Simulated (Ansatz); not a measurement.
Input and command of a plane-wave DFT calculation in Ansatz:

```yaml
crystal:
  lattice:
    - [4.1815, 0.0, 0.0]
    - [0.0, 4.1815, 0.0]
    - [0.0, 0.0, 4.1815]
  atoms:
    - { symbol: Ba, position: [0.5, 0.5253655428, 0.5253655428] }
    - { symbol: Zr, position: [0.0, 0.0, 0.0] }
    - { symbol: O, position: [0.5, 0.0, 0.0] }
    - { symbol: O, position: [0.0, 0.5, 0.0] }
    - { symbol: O, position: [0.0, 0.0, 0.5] }
basis:
  ecutwfc: 420
kpoints:
  mp_grid: { grid: [6, 6, 6] }
hamiltonian:
  xc: pbe
scf:
  occupations: { method: gaussian, width: 0.05 }
output:
  forces: true
  stress: true
  eigenvalues: true
```

```bash
ansatz run input.yaml --threads 1 --pin off --max-ram 2560MiB --backend cpu --events-out ev --progress --plain --runs-dir out
```

Processor: Arm Neoverse V1, 1 thread, on a host shared with other jobs.

How long does it run, and how much memory does it take?

About 9.6 s on 1 thread of Arm Neoverse V1, on a shared host, peak memory 0.36 GiB. It solves 25 bands at 52 k points (the mesh reduced by symmetry) with about 1365 plane waves, in 6 SCF iterations.
